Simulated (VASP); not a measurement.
PtS2: atomic charges with PBE

PtS2:

```xyz
3
Lattice="3.5432 0.0000 0.0000 -1.7716 3.0685 0.0000 0.0000 0.0000 5.0388" Properties=species:S:1:pos:R:3 pbc="T T T"
Pt    0.0000    0.0000    0.0000
S     1.7716    1.0228    3.8950
S     0.0000    2.0457    1.1438
```

* Program: VASP 6.6.1
* Task: atomic charges
* Functional: PBE
* Potentials or basis: VASP PAW PBE potentials, release 64 (Pt, S)
* Cutoff: 520 eV
* k mesh: 9 × 9 × 5
* Occupations: gaussian, width 0.02 eV
* Spin: no spin polarisation
* Further INCAR settings: ALGO = Normal; EDIFF = 1e-07

The pressure is 11.1 GPa, the largest force is 1.213 eV/Å and the band gap on the k mesh is 1.03 eV, indirect (least direct gap 1.08 eV). The valence electrons inside the program's atomic spheres are Pt 9.63; S 3.67.

Forces on the atoms (eV/Å):
```
Pt   0.000  0.000  0.000
S    0.000  0.000 -1.213
S    0.000  0.000  1.213
```

Stress tensor (GPa, compression positive):
```
11.57  0.00  0.00
 0.00 11.57  0.00
 0.00  0.00 10.09
```

Levels at points of the mesh, in eV from the valence-band top:
| k point | band 7 | band 8 | band 9 | band 10 | band 11 | band 12 | band 13 | band 14 | band 15 |
| --- | --- | --- | --- | --- | --- | --- | --- | --- | --- |
| (0.00, 0.00, 0.00) | -3.97 | -1.79 | -1.14 | -1.14 | -0.12 | 2.46 | 2.46 | 4.80 | 5.78 |

Run time: 24 s on 1 thread of Intel(R) Xeon(R) Platinum 8488C (Sapphire Rapids), with other jobs on the host, peak memory 0.2 GiB.

Caveat: spin-orbit coupling is left out, which moves the levels of the heavy elements; an odd mesh through Γ misses points on the zone boundary, where band edges often lie; forces of over 1 eV/Å show positions far from the minimum, so gaps and moduli don't describe the material at rest. As with any semilocal functional, this PBE gap is likely too small.
